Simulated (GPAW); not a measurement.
Input of a GPAW 26.7.0 run:

The input run.py:

```python
from ase import Atoms
from ase.dft.bandgap import bandgap
from ase.io import write
from ase.units import GPa
from gpaw import GPAW, PW

atoms = Atoms(['Hf', 'N'],
              cell=[[0.0, 2.256, 2.256],
                    [2.256, 0.0, 2.256],
                    [2.256, 2.256, 0.0]],
              scaled_positions=[[0.0, 0.0, 0.0],
                                [0.5, 0.5, 0.5]],
              pbc=True)

calc = GPAW(mode=PW(800),
            xc='PBE',
            kpts={'size': (10, 10, 10), 'gamma': True},
            occupations={'name': 'methfessel-paxton', 'order': 0, 'width': 0.026000000000000002},
            nbands=19,
            convergence={'density': 1e-05, 'energy': 1e-05},
            maxiter=150,
            txt='gpaw.txt')
atoms.calc = calc
energy = atoms.get_potential_energy()
forces = atoms.get_forces()
stress = atoms.get_stress()
calc.write('gs.gpw')
write('result.traj', atoms)
print(f'Energy: {energy:.6f} eV')
print('Forces (eV/A):')
print(forces.round(4))
print('Stress (GPa):', (stress / GPa).round(3))
print('Fermi level:', round(calc.get_fermi_level(), 4), 'eV')
print(f'Gap: {bandgap(calc)[0]:.4f} eV, direct: {bandgap(calc, direct=True)[0]:.4f} eV')
```

Potentials or basis: GPAW PAW data sets (gpaw-data 1.2.1), pw.

Run with:

```console
$ OMP_NUM_THREADS=1 python run.py
```

(1) Predict the pressure.

(2) Predict the band gap on the k mesh.

## Answers

(1) 6.7 GPa.

(2) none (metal or under the smearing width).
